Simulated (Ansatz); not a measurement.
# Bi2Te2Se (R-3m) in Ansatz: further runs

One crystal, Bi2Te2Se, is run at these levels: LDA, r2SCAN; tasks: band structure.

Everything below comes from runs of Ansatz 0.2.0. Logs are shortened: lines on timing, memory, paths and dates and some standing lists are left out, and cuts for length are marked.

### 1 The crystal as given

The structure is trigonal, space group R-3m (No. 166). The conventional cell has a = 4.322 Å, b = 4.322 Å, c = 31.757 Å, α = 90.00°, β = 90.00°, γ = 120.00°. Around Bi (site symmetry 3m) lie 3 Te at 3.05 Å and 3 Se at 3.11 Å. Around Te (site symmetry 3m) lie 3 Bi at 3.05 Å. Se (site symmetry -3m) has 6 Bi at 3.11 Å as nearest neighbours.

The cell is a database's computed one.

### 2 Band structure, LDA

input.yaml

```yaml
crystal:
  lattice:
    - [2.1609687617, 1.2476358963, 10.5855712543]
    - [-2.1609687617, 1.2476358963, 10.5855712543]
    - [0.0, -2.4952717926, 10.5855712543]
  atoms:
    - { symbol: Bi, position: [0.39172124, 0.39172124, 0.39172124] }
    - { symbol: Bi, position: [0.60827876, 0.60827876, 0.60827876] }
    - { symbol: Te, position: [0.78040487, 0.78040487, 0.78040487] }
    - { symbol: Te, position: [0.21959513, 0.21959513, 0.21959513] }
    - { symbol: Se, position: [0.0, 0.0, 0.0] }
hamiltonian:
  xc: lda
  pseudopotentials: { kind: paw }
kpoints:
  mp_grid: { grid: [7, 7, 7] }
  band_path:
    path:
      - [[0.0, 0.0, 0.0], [0.5, 0.0, 0.0], [0.5, 0.1759276236, -0.1759276236]]
      - [[0.8240723764, 0.5, 0.1759276236], [0.5, 0.5, 0.5], [0.0, 0.0, 0.0], [0.3379638118, 0.0, -0.3379638118]]
      - [[0.6620361882, 0.3379638118, 0.0], [0.5, 0.5, 0.0], [0.6620361882, 0.6620361882, 0.1759276236], [0.5, 0.5, 0.5]]
      - [[0.5, 0.0, 0.0], [0.8240723764, 0.3379638118, 0.3379638118]]
    npoints: 14
scf:
  occupations: { method: fermi_dirac, width: 0.05 }
  n_extra_bands: 12
output:
  forces: true
  stress: true
  eigenvalues: true
  fatbands: true
  write_density: true
  write_potential: true
  elf: true
  volumetric_format: npy
```

Potentials or basis: Ansatz PAW.

Run with:

```bash
$ ansatz run input.yaml --threads 2 --pin off --max-ram 5632MiB --backend cpu --events-out ev --progress --plain --runs-dir out
```

Output:

```text
Warning: RAYON_NUM_THREADS=2 ignored (pool sized by the plan → 2); use --threads N
basis.fft_grid_basis auto: the FFT boxes are laid along the combinations [[1, -1, 0], [0, 1, 0], [0, -1, 1]] of the cell's own vectors, 4.322, 10.876 and 4.322 Å long. The dense box has 30×75×30 points. Along the cell's own vectors, as sized, it would have 75×75×75, 6.25 times as many. Of the 12 symmetry operations that the crystal satisfies within crystal.symmetry.tolerance (time reversal apart; of a slab, those that keep its plane) the dense box along the cell's own vectors carries 12, and the one as laid loses 8 of those. basis.fft_grid_basis: typed keeps the cell's own vectors: state it where this run's energies or levels are differenced outside the engine with another run's, or held beside a run that keeps those vectors. Those combinations have planes normal to reciprocal vector 3, as the cell's own vectors have. Each planar average written beside output.write_density, output.write_potential has a row for each plane of the box: 30. The volumetric files lie along those combinations, not along the cell's own vectors: a cube or XSF file states them, and fields.json those of NumPy files.
scf.n_extra_bands = 12 over 39 filled bands (N_el = 78.0): the run solves 51 bands
Engine: ansatz 0.2.0, aarch64-unknown-linux-gnu
Pseudopotentials: kind: paw
Pseudopotential: Bi, paw, valence charge 15, recommended cutoff 420 eV (normal), Bi.paw.azcp
Pseudopotential: Te, paw, valence charge 16, recommended cutoff 420 eV (normal), Te.paw.azcp
Pseudopotential: Se, paw, valence charge 16, recommended cutoff 420 eV (normal), Se.paw.azcp
Functional definition: SPW92
  exchange = slater_x
  correlation = pw_c
Crystal: 5 atoms, lattice volume = 171.239 Å³
Basis set: ecut = 420 eV, 3335 PW (Γ), FFT grids on a1−a2, a2, −a2+a3
Bands: 51, of which v1, the nominal top of the filled ones, is band 39 counted from 1 (38 counted from 0)
Symmetry: 12 space group operations
Space group: R-3m (ITA 166), of the structure as read, at distance tolerance 5.6e-5 Å
k-points: 44 of 343
Non-local potential: Bi, projectors of the file, l = 0: 2, l = 1: 2, l = 2: 2, l = 3: 2
Non-local potential: Te, projectors of the file, l = 0: 2, l = 1: 2, l = 2: 2, l = 3: 2
Non-local potential: Se, projectors of the file, l = 0: 2, l = 1: 2, l = 2: 3, l = 3: 1
PAW form: soft (Blöchl's): semilocal exchange-correlation on the pseudo side does not see the compensation charge
PAW frozen core: Bi, regenerated for the run's functional, and the local potential with it (the file was generated under x = pbe(κ = 0.804, μ = 0.2195149727645171), c = pbe(β = 0.06672455060314922))
PAW frozen core: Te, regenerated for the run's functional, and the local potential with it (the file was generated under x = pbe(κ = 0.804, μ = 0.2195149727645171), c = pbe(β = 0.06672455060314922))
PAW frozen core: Se, regenerated for the run's functional, and the local potential with it (the file was generated under x = pbe(κ = 0.804, μ = 0.2195149727645171), c = pbe(β = 0.06672455060314922))
PAW one-centre angular grid: Bi, 590 points (default); XC on 64 Gauss nodes
PAW one-centre angular grid: Te, 590 points (default); XC on 64 Gauss nodes
PAW one-centre angular grid: Se, 590 points (default); XC on 64 Gauss nodes
Initial density: superposition of atomic densities (neutral atoms: chi_scale 0, normalization atom), corrected by the library's trained network
Initial wavefunctions: pseudopotential atomic-orbital guess
Functional: x = slater, c = lda
SCF iter   1: F=—  HF=-43210.645696 eV  |F-HF|=—  |Δ(HF+E_count)|=         —  Δρ=3.89e-3  dr2=2.96e-2  ethr=1.77e-3  ⟨swp⟩=8.2  Hψ=10120  notcnv=0  defer=61
preconditioner: auto → Resta (q_TF=auto, 2.393 Å⁻¹)  ε∞=3.3  [insulator: Δε(μ)=0.340 eV  Ē_g=10.006 eV  σ=0.050 eV  W_gap=0.93  n_scr=44 (ndim 8)  ℏωp=15.0 eV  f_vac=0.050  D(μ)=0.01/eV (n_scr^D=0)  ε∞_Penn≈3.3]
SCF iter   2: F=—  HF=-43210.638046 eV  |F-HF|=—  |Δ(HF+E_count)|=   7.65e-3  Δρ=2.14e-3  dr2=9.79e-3  ethr=3.79e-5  ⟨swp⟩=2.5  Hψ=3488  notcnv=0  defer=176
SCF iter   3: F=—  HF=-43210.637257 eV  |F-HF|=—  |Δ(HF+E_count)|=   7.89e-4  Δρ=1.18e-3  dr2=6.46e-3  ethr=1.26e-5  ⟨swp⟩=1.9  Hψ=2338  notcnv=0  defer=176
SCF iter   4: F=—  HF=-43210.636552 eV  |F-HF|=—  |Δ(HF+E_count)|=   7.05e-4  Δρ=2.60e-4  dr2=1.67e-4  ethr=8.28e-6  ⟨swp⟩=1.3  Hψ=2085  notcnv=0  defer=176
SCF iter   5: F=—  HF=-43210.636535 eV  |F-HF|=—  |Δ(HF+E_count)|=   1.69e-5  Δρ=9.98e-5  dr2=1.69e-5  ethr=2.14e-7  ⟨swp⟩=2.1  Hψ=2738  notcnv=0  defer=176
SCF iter   6: F=—  HF=-43210.636427 eV  |F-HF|=—  |Δ(HF+E_count)|=   1.08e-4  Δρ=1.92e-5  dr2=9.81e-7  ethr=2.16e-8  ⟨swp⟩=2.2  Hψ=3594  notcnv=0  defer=176
SCF iter   7: F=—  HF=-43210.636428 eV  |F-HF|=—  |Δ(HF+E_count)|=   2.53e-7  Δρ=9.47e-6  dr2=2.04e-7  ethr=1.26e-9  ⟨swp⟩=2.0  Hψ=3754  notcnv=0  defer=176
SCF iter   8: F=-43210.636428 eV  HF=-43210.636428 eV  |F-HF|=1.01e-9  |Δ(HF+E_count)|=   2.87e-8  Δρ=2.11e-6  dr2=1.71e-8  ethr=1.28e-10  ⟨swp⟩=17.4  Hψ=19202  notcnv=0
SCF 1 converged in 8 iterations: F = -43210.636428 eV  dr2 = 1.71e-8
NSCF: frozen V_eff on 130 k-points
SCF converged after 8 iterations
Free energy (F): -43210.636428 eV
Harris-Foulkes:  -43210.636428 eV  (|F-HF|=1.01e-9)
Internal energy: -43210.636281 eV  (E = F + TS)
E sigma→0 (E₀):  -43210.636354 eV
Entropy (-TS):   -0.000146 eV (-0.029 meV/atom)
Fermi energy:    7.850558 eV
--- Per-component energies (eV) ---
  E_band       = -1198.571991
  E_kinetic    = 1084.900372
  E_local      = -9075.501716  (includes V_loc(G=0)·N_el)
  E_nonlocal   = -68.468675
  E_hartree    = 4293.616500
  E_xc         = -652.283230
  E_vxc        = -597.202311  (∫ρ·V_xc dr)
  E_paw        = -31551.917030  (= ΣΔE_a)
  E_vpaw       = -1129.534078  (= ΣTr[D̂ρ^β])
  E_aug_tail   = -0.002027  (compensation charges beyond the density's cutoff)
  E_ewald      = -7244.545389
  E_core_change = 3.564915  (= ΣΔE_core)
  E_smearing   = -0.000146  (= −TS)
  E_closure    = 0.000000  (closes the sum)
  Σ components = -43210.636428   (vs F -43210.636428, Δ=0.00e0)
--- Forces (eV/Å), atoms counted from 1 ---
  atom   1  Bi     0.00000000     0.00000000    -0.01205135
  atom   2  Bi     0.00000000    -0.00000000     0.01205135
  atom   3  Te     0.00000000     0.00000000    -0.13757428
  atom   4  Te     0.00000000    -0.00000000     0.13757428
  atom   5  Se     0.00000000     0.00000000     0.00000000
  max |Σ_I F_I| component: 3.37e-29 eV/Å
--- Stress (GPa, compression-positive) ---
       -2.597258       0.000000       0.000000
        0.000000      -2.597258      -0.000000
        0.000000       0.000000      -2.753272
  P = ⅓ Tr σ = -2.6493 GPa (-26.493 kbar)
--- Band table (eV; the first three rows and the last of 44) ---
  k-point 0: bands = ["-39.5271", "-39.5245", "-39.5245", "-39.5110", "-39.5110", "-28.4841", "-28.4841", "-28.4836", "-28.4836", "-28.4778", "-28.4778", "-28.4776", "-28.4776", "-28.4750", "-28.4748", "-15.0568", "-15.0568", "-15.0543", "-15.0543", "-15.0426", "-15.0409", "-15.0407", "-15.0407", "-15.0364", "-15.0364", "-5.8992", "-4.7578", "-3.9000", "-1.0927", "-0.6609", "5.8043", "5.9574", "5.9574", "5.9661", "6.6441", "6.6441", "7.0585", "7.0585", "7.6461", "8.0142", "9.0048", "9.0048", "9.7986", "10.1696", "10.1696", "13.4943", "14.0957", "14.1448", "14.3051", "14.3051", "15.1021"]
  k-point 1: bands = ["-39.5271", "-39.5245", "-39.5245", "-39.5110", "-39.5110", "-28.4841", "-28.4839", "-28.4836", "-28.4834", "-28.4779", "-28.4778", "-28.4777", "-28.4775", "-28.4749", "-28.4747", "-15.0589", "-15.0558", "-15.0542", "-15.0518", "-15.0427", "-15.0410", "-15.0407", "-15.0389", "-15.0373", "-15.0360", "-5.7398", "-4.5931", "-3.8045", "-1.1936", "-0.8600", "4.9100", "5.1843", "5.5633", "5.6904", "6.4849", "6.6654", "6.9190", "6.9307", "7.1396", "8.9512", "9.4644", "9.5087", "9.8864", "10.2890", "10.5942", "12.9188", "13.5187", "14.4800", "14.5214", "14.5584", "15.1387"]
  k-point 2: bands = ["-39.5270", "-39.5245", "-39.5245", "-39.5110", "-39.5110", "-28.4841", "-28.4837", "-28.4835", "-28.4829", "-28.4781", "-28.4778", "-28.4778", "-28.4773", "-28.4745", "-28.4744", "-15.0645", "-15.0601", "-15.0502", "-15.0475", "-15.0458", "-15.0415", "-15.0383", "-15.0360", "-15.0345", "-15.0334", "-5.2970", "-4.1383", "-3.5786", "-1.6523", "-1.3210", "3.7036", "4.6168", "4.8148", "5.0059", "5.9015", "5.9132", "6.7270", "6.9229", "7.2131", "8.7557", "9.7174", "9.9235", "10.4884", "10.8806", "11.6896", "12.0562", "13.8840", "14.1704", "15.1599", "15.4362", "15.4425"]
  k-point 43: bands = ["-39.5271", "-39.5245", "-39.5245", "-39.5110", "-39.5110", "-28.4841", "-28.4839", "-28.4836", "-28.4834", "-28.4779", "-28.4778", "-28.4777", "-28.4775", "-28.4749", "-28.4747", "-15.0589", "-15.0558", "-15.0542", "-15.0518", "-15.0427", "-15.0410", "-15.0407", "-15.0389", "-15.0373", "-15.0360", "-5.7272", "-4.6741", "-3.6817", "-1.4596", "-0.6406", "4.8476", "5.4523", "5.5804", "5.6972", "6.0561", "6.3737", "7.0665", "7.0838", "7.4978", "8.6584", "9.3130", "9.4908", "10.0891", "10.4108", "10.6219", "12.9849", "13.6902", "14.0223", "14.5173", "14.5554", "14.8463"]
```

Run time: 39 s. Hardware: 2 threads of Arm Neoverse V1, shared host; peak memory 0.89 GiB.

What came out:

```yaml
Free_energy: -43210.6364 eV
Pressure: -2.6 GPa
Largest_force: 0.138 eV/Å
Band_gap_on_the_k_mesh: 0.37 eV, direct
Band_gap_along_the_path: 0.37 eV, direct
```

Forces on the atoms (eV/Å):
```
Bi   0.000  0.000 -0.012
Bi   0.000  0.000  0.012
Te   0.000  0.000 -0.138
Te   0.000  0.000  0.138
Se   0.000  0.000  0.000
```

Levels at the corners of the path, in eV from the valence-band top:
```tsv
point	band 37	band 38	band 39	band 40	band 41	band 42
Γ	-0.59	-0.59	0.00	0.37	1.36	1.36
L	-1.60	-0.79	-0.52	1.03	1.97	2.83
B1	-1.45	-0.74	-0.54	1.55	2.28	2.85
B	-1.45	-0.74	-0.54	1.55	2.28	2.85
Z	-0.70	-0.70	-0.55	0.79	1.52	1.52
Γ	-0.59	-0.59	0.00	0.37	1.36	1.36
X	-1.42	-0.81	-0.53	1.56	2.52	2.59
Q	-1.42	-0.81	-0.53	1.56	2.52	2.59
F	-1.35	-1.02	-0.92	1.58	1.72	2.39
P1	-1.06	-1.04	-0.96	1.48	1.84	2.25
Z	-0.70	-0.70	-0.55	0.79	1.52	1.52
L	-1.60	-0.79	-0.52	1.03	1.97	2.83
P	-1.06	-1.04	-0.96	1.48	1.84	2.25
```

Caveat: spin-orbit coupling is left out, which as a rule narrows the gap of such compounds by several tenths of an eV; the PAW data sets come from PBE, with cores solved anew for the run's functional, which leaves a small shift of forces and pressure.

### 3 Band structure, r2SCAN

Edit input.yaml of step 2 so:

```diff
@@ -12,3 +12,3 @@
 hamiltonian:
-  xc: lda
+  xc: r2scan
   pseudopotentials: { kind: paw }
@@ -30,3 +30,3 @@
   eigenvalues: true
-  fatbands: true
+  fatbands: false
   write_density: true
```

Potentials or basis: Ansatz PAW.

Run with:

```bash
$ ansatz run input.yaml --threads 2 --pin off --max-ram 5632MiB --backend cpu --events-out ev --progress --plain --runs-dir out
```

Output:

```text
[... 83 lines left out ...]
  k-point 1: bands = ["-40.0172", "-40.0154", "-40.0154", "-40.0017", "-40.0017", "-29.2482", "-29.2480", "-29.2478", "-29.2475", "-29.2387", "-29.2386", "-29.2383", "-29.2382", "-29.2335", "-29.2333", "-15.8825", "-15.8794", "-15.8776", "-15.8751", "-15.8683", "-15.8673", "-15.8660", "-15.8651", "-15.8628", "-15.8613", "-6.0912", "-4.8383", "-4.0360", "-1.1598", "-0.7831", "4.9295", "5.2312", "5.5569", "5.7792", "6.5405", "6.7610", "6.9646", "7.0658", "7.2793", "9.3691", "9.7961", "9.9340", "10.3723", "10.6696", "11.0022", "13.5255", "14.1563", "15.1228", "15.1303", "15.3254", "15.8990"]
  k-point 2: bands = ["-40.0172", "-40.0154", "-40.0154", "-40.0017", "-40.0016", "-29.2482", "-29.2478", "-29.2474", "-29.2469", "-29.2389", "-29.2386", "-29.2385", "-29.2380", "-29.2330", "-29.2329", "-15.8884", "-15.8838", "-15.8727", "-15.8716", "-15.8700", "-15.8674", "-15.8645", "-15.8622", "-15.8605", "-15.8598", "-5.6302", "-4.3505", "-3.7853", "-1.6606", "-1.2919", "3.7063", "4.6513", "4.8297", "4.9932", "5.9409", "6.0681", "6.7915", "6.9503", "7.3746", "9.2199", "10.0771", "10.3684", "10.9606", "11.2863", "12.1913", "12.6267", "14.5334", "14.8234", "15.9466", "16.0752", "16.1712"]
  k-point 43: bands = ["-40.0172", "-40.0154", "-40.0154", "-40.0017", "-40.0017", "-29.2482", "-29.2480", "-29.2478", "-29.2475", "-29.2387", "-29.2386", "-29.2383", "-29.2382", "-29.2335", "-29.2332", "-15.8825", "-15.8794", "-15.8776", "-15.8751", "-15.8683", "-15.8673", "-15.8660", "-15.8651", "-15.8628", "-15.8613", "-6.0788", "-4.9247", "-3.9061", "-1.4479", "-0.5396", "4.8870", "5.4738", "5.5741", "5.8034", "6.1136", "6.4234", "7.1020", "7.2223", "7.6492", "9.1189", "9.6498", "9.9117", "10.5439", "10.7914", "11.0367", "13.5823", "14.3216", "14.7327", "15.1254", "15.2312", "15.7352"]
```

bands.tsv:

```text
[... 153 lines left out ...]
5.166401	-48.216022	-48.214324	-48.214299	-48.200544	-48.200449	-37.446999	-37.446768	-37.445805	-37.445225	-37.437974	-37.437507	-37.437459	-37.436780	-37.431531	-37.431444	-24.093613	-24.087389	-24.073088	-24.071173	-24.068478	-24.065827	-24.058351	-24.057022	-24.056480	-24.054160	-13.171125	-11.915198	-11.703591	-10.583686	-10.257392	-5.263944	-3.997041	-3.777725	-3.618093	-2.554204	-2.479571	-1.547296	-1.481684	-1.421256	1.385476	1.722545	2.067543	2.915066	3.429363	3.953249	4.649192	5.818309	7.384146	8.695941	8.906025	9.664067
```

rho_z.tsv:

```text
# z_ang	rho[e/angstrom^3]
# format = ansatz-planar-average/11
# lattice	2.160968762	1.247635896	10.585571254
# lattice	-2.160968762	1.247635896	10.585571254
# lattice	0.000000000	-2.495271793	10.585571254
# sites	5
# site	83	0.000000000	0.000000000	12.439779294
# site	83	0.000000000	0.000000000	19.316934469
# site	52	0.000000000	0.000000000	24.783094076
# site	52	0.000000000	0.000000000	6.973619687
# site	34	0.000000000	0.000000000	0.000000000
0.000000	5.582756e-1
0.339865	5.267374e-1
0.679731	4.598935e-1
1.019596	4.092674e-1
1.359462	4.003311e-1
1.699327	4.246222e-1
[... 24 lines left out ...]
10.195962	4.598935e-1
10.535828	5.267374e-1
```

It took 54 s on 2 threads of Arm Neoverse V1, shared host; peak memory 1.3 GiB.

Results:

- Free energy: -44291.5967 eV
- Pressure: 0.0 GPa
- Largest force: 0.056 eV/Å
- Band gap on the k mesh: 0.73 eV, direct
- Band gap along the path: 0.73 eV, direct

Forces in eV/Å, atoms in the order of the input:
```
Bi   0.000  0.000  0.056
Bi   0.000  0.000 -0.056
Te   0.000  0.000 -0.032
Te   0.000  0.000  0.032
Se   0.000  0.000  0.000
```

Levels at the corners of the path, in eV from the valence-band top:
```tsv
point	band 35	band 36	band 37	band 38	band 39	band 40	band 41	band 42	band 43	band 44
Γ	-1.12	-1.12	-0.72	-0.72	0.00	0.73	1.51	1.51	2.45	2.72
L	-2.57	-2.30	-1.67	-0.95	-0.58	1.34	2.16	3.10	3.39	4.07
B1	-2.78	-2.40	-1.57	-0.82	-0.61	1.83	2.55	3.12	3.73	4.48
B	-2.78	-2.40	-1.57	-0.82	-0.61	1.83	2.55	3.12	3.73	4.48
Z	-1.04	-1.04	-0.83	-0.83	-0.49	1.05	1.66	1.66	2.37	2.55
Γ	-1.12	-1.12	-0.72	-0.72	0.00	0.73	1.51	1.51	2.45	2.72
X	-2.60	-2.57	-1.54	-0.88	-0.60	1.84	2.77	2.87	3.92	4.28
Q	-2.60	-2.57	-1.54	-0.88	-0.60	1.84	2.77	2.87	3.92	4.28
F	-2.13	-1.82	-1.40	-1.17	-0.99	1.89	1.94	2.58	3.26	3.67
P1	-2.18	-2.10	-1.17	-1.11	-1.05	1.76	2.10	2.44	3.29	3.80
Z	-1.04	-1.04	-0.83	-0.83	-0.49	1.05	1.66	1.66	2.37	2.55
L	-2.57	-2.30	-1.67	-0.95	-0.58	1.34	2.16	3.10	3.39	4.07
P	-2.18	-2.10	-1.17	-1.11	-1.05	1.76	2.10	2.44	3.29	3.80
```

Caveat: spin-orbit coupling is left out, which as a rule narrows the gap of such compounds by several tenths of an eV; the PAW data sets come from PBE, with cores solved anew for the run's functional, which leaves a small shift of forces and pressure. r2SCAN opens gaps a little over a GGA but as a rule still falls short of measured ones.
